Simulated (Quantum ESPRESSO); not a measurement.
The system is Sr.

```
CELL_PARAMETERS angstrom
0.00000 3.04235 3.04235
3.04235 0.00000 3.04235
3.04235 3.04235 0.00000
ATOMIC_POSITIONS crystal
Sr 0.00000 0.00000 0.00000
```

| Quantity | Value |
| --- | --- |
| Program | Quantum ESPRESSO 7.5 |
| Task | single point |
| Functional | PBEsol |
| Potentials or basis | GBRV 1.5 PBEsol |
| Cutoff | 612 eV |
| Density cutoff | 4898 eV |
| k mesh | 8 × 8 × 8 |
| Occupations | fermi-dirac, width 0.05 eV |
| Spin | no spin polarisation |

On this cell: pressure -0.9 GPa; band gap on the k mesh none (metal or under the smearing width).

The same run follows on a disturbed copy (cell strained at random at fixed volume):

```
Sr
1.0
     0.06610    3.01958    2.96526
     3.13463    0.00753    3.02383
     3.12896    3.07248    0.01320
Sr
1
Cartesian
  0.0326 0.0158 -0.0426
```

Problem. What changes?

Solution. The energy (extrapolated to zero smearing) moves by +3.3 meV/atom; pressure -0.9 GPa; band gap on the k mesh none (metal or under the smearing width).

Stress tensor (GPa, compression positive):
```
-1.00 -0.22 -0.28
-0.22 -0.86  0.19
-0.28  0.19 -0.78
```
